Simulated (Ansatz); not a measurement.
# Nb wire along [100], 13 atoms a period: bands along the axis, part 2 of 2

What gap, if any, does the Nb wire along [100], 13 atoms a period have, and how many channels would it open?

Ansatz 0.2.0; DFT PBE, plane waves, PAW; relaxation of a wire's period; PAW set soft_1 (the session's first sound run).

So far: The structure; Relaxing the period.

### Step 2. Relaxing the period (continued)

Step by step:

```csv
step,energy less that of the first step (eV),largest force component (eV/Å),pressure (GPa),volume (Å³)
1,0.0000,1.9141,-6.49,596.12
2,-2.3116,0.6601,-2.08,577.84
3,-2.9137,0.3852,0.56,575.22
4,-3.0305,0.0911,0.30,581.90
5,-3.0385,0.1100,0.02,586.38
6,-3.0408,0.0165,0.02,586.50
7*,-3.0403,0.0164,0.02,586.50
```

Relaxation steps marked * repeat the geometry before them on a plane-wave basis chosen anew for their cell, so energy and pressure can jump there.

The run keeps the 16 symmetry operations that it works with, so distortions that break them were not tested.

```csv
cell as run,before,after,change
c (Å),3.310,3.257,-1.6 %
```

The atoms that moved most (Å, along periodic axes as changes of fractional coordinates times the final cell, across vacuum about the mean position):

```csv
atom,dx,dy,dz,length
Nb1,0.359,0.359,0.000,0.507
Nb3,0.359,-0.359,0.000,0.507
Nb7,-0.359,0.359,0.000,0.507
Nb9,-0.359,-0.359,0.000,0.507
Nb13,-0.078,-0.078,0.000,0.110
Nb12,-0.078,0.078,0.000,0.110
Nb11,0.078,-0.078,0.000,0.110
Nb10,0.078,0.078,0.000,0.110
```

Numbers from this step:

| Quantity | Value |
| --- | --- |
| energy at zero smearing | -59162.4601 eV |
| cell length along the wire | 3.257 Å |

The cell's length comes to 3.257 Å with spin left out.

### Step 3. The wire at its relaxed period

This step: DFT PBE, plane waves, PAW; bands of a perfect wire; PAW set soft_1 (Ansatz 0.2.0).

At the relaxed period the bands are computed along the axis; those that cross an energy going forward count the channels that a perfect wire would open there.

Input file input.yaml:

```yaml
crystal:
  lattice:
    - [13.42, 0.0, 0.0]
    - [0.0, 13.42, 0.0]
    - [0.0, 0.0, 3.2565638764]
  atoms:
    - { symbol: Nb, position: [0.280088662, 0.280088662, 0.0] }
    - { symbol: Nb, position: [0.250816557, 0.5, 0.0] }
    - { symbol: Nb, position: [0.280088662, 0.719911338, 0.0] }
    - { symbol: Nb, position: [0.5, 0.250816557, 0.0] }
    - { symbol: Nb, position: [0.5, 0.5, 0.0] }
    - { symbol: Nb, position: [0.5, 0.749183443, 0.0] }
    - { symbol: Nb, position: [0.719911338, 0.280088662, 0.0] }
    - { symbol: Nb, position: [0.749183443, 0.5, 0.0] }
    - { symbol: Nb, position: [0.719911338, 0.719911338, 0.0] }
    - { symbol: Nb, position: [0.382470547, 0.382470547, 0.5] }
    - { symbol: Nb, position: [0.382470547, 0.617529453, 0.5] }
    - { symbol: Nb, position: [0.617529453, 0.382470547, 0.5] }
    - { symbol: Nb, position: [0.617529453, 0.617529453, 0.5] }
kpoints:
  mp_grid: { grid: [1, 1, 25] }
  band_path: { path: ["Γ", Z], npoints: 90 }
scf:
  occupations: { method: fermi_dirac, width: 0.05 }
hamiltonian:
  xc: pbe
  pseudopotentials: { kind: paw, azcp: { folder: soft_1 } }
output:
  dos: { e_range: [-5, 4] }
  write_potential: true
  write_density: true
  volumetric_format: npy
```

Run with:

```bash
ansatz run input.yaml --threads 4 --pin off --max-ram 16384MiB --backend cpu --events-out ev --progress --plain --runs-dir out
```

Numbers of over 12 decimals in the logs are rounded to 6 here.

Log:

```text
[...]
Crystal: 13 atoms, lattice volume = 586.495 Å³
Basis set: ecut = 420 eV, 11503 PW (Γ)
Bands: 102, of which v1, the nominal top of the filled ones, is band 85 counted from 1 (84 counted from 0)
Symmetry: 16 space group operations
[...]
k-points: 13 of 25
[...]
SCF iter   1: F=—  HF=-59183.866935 eV  |F-HF|=—  |Δ(HF+E_count)|=         —  Δρ=6.96e-2  dr2=2.13e2  ethr=3.10e-3  ⟨swp⟩=9.5  Hψ=6467  notcnv=0
[...]
SCF iter  12: F=-59162.558158 eV  HF=-59162.558158 eV  |F-HF|=6.03e-8  |Δ(HF+E_count)|=   3.00e-7  Δρ=3.02e-6  dr2=6.91e-8  ethr=5.92e-11  ⟨swp⟩=11.6  Hψ=5689  notcnv=0
SCF 1 converged in 12 iterations: F = -59162.558158 eV  dr2 = 6.91e-8
[...]
NSCF: frozen V_eff on 91 k-points
WARN: The output density's exchange-correlation potential varies sharply where the density is thin. Do not read a vacuum level from v_tot or v_xc, or from such a field of the output density. On a cell that repeats whose density bears no net charge and no dipole along the vacuum's axis use v_es (v_loc + v_h of the components); under efield.dipole_correction with no amplitude use v_es + v_field, which holds any externa [...]
SCF converged after 12 iterations
Free energy (F): -59162.558158 eV
[...]
Internal energy: -59162.362275 eV  (E = F + TS)
E sigma→0 (E₀):  -59162.460216 eV
Entropy (-TS):   -0.195883 eV (-15.068 meV/atom)
Fermi energy:    5.335550 eV
[...]
--- Band table (eV; the first three rows and the last of 13) ---
  k-point 0: bands = [... 81 lower, 5.0910, 5.1594, 5.1594, 5.2708, 5.3449, 5.3629, 5.5040, 5.5829, ... 13 higher]
  k-point 1: bands = [... 81 lower, 5.0208, 5.2033, 5.2033, 5.3167, 5.3499, 5.5193, 5.5204, 5.5985, ... 13 higher]
  k-point 2: bands = [... 81 lower, 4.9316, 5.2210, 5.2210, 5.3671, 5.4105, 5.5245, 5.5347, 5.5347, ... 13 higher]
  k-point 12: bands = [... 81 lower, 5.2897, 5.2897, 5.3611, 5.3611, 5.4064, 5.7603, 6.0499, 6.2473, ... 13 higher]
```

The job ended after 80 s (4 threads of Arm Neoverse V1, shared host; peak memory 3 GiB; 5.3 min of CPU time).

This step gave:

| Property | Result |
| --- | --- |
| energy at zero smearing | -59162.4602 eV |
| band gap | 0 eV |

Electronic bands along the path, in eV, zero at the Fermi level; # counts the bands kept:

```csv
point,#29,#30,#31,#32,#33,#34,#35,#36
Γ,-0.24,-0.24,-0.18,-0.18,-0.06,0.01,0.03,0.17
halfway,-0.46,-0.38,-0.38,-0.33,0.01,0.09,0.09,0.28
Z,-0.14,-0.04,-0.04,0.02,0.02,0.08,0.43,0.73
```

Between Γ and Z the bands cross the Fermi level 8 times, so a perfect wire would conduct at least 8 G₀, with spin left out.

### Step 4. Summary of results

```json
{
  "cell length, PBE": "3.257 Å",
  "ballistic conductance by band crossings, a lower bound, PBE": "8 G₀"
}
```

What this shows: Under PBE the cell's length is 3.26 Å, and the bands cross the Fermi level 8 times between Γ and Z, which gives a perfect wire at least 8 G₀ (opposite crossings within one step of the path cancel in such a count). No spin was allowed, though thin wires with open d shells can turn magnetic.

[Logs are printed without paths, hosts, clocks, repeated set-up lines and the standing remarks that a program may print on its own settings, such as how far it seeks lower states.]

[Hosts, paths, dates, database ids (printed as entryN), source tags and the programs' standing remarks are cut or masked in the printed files.]
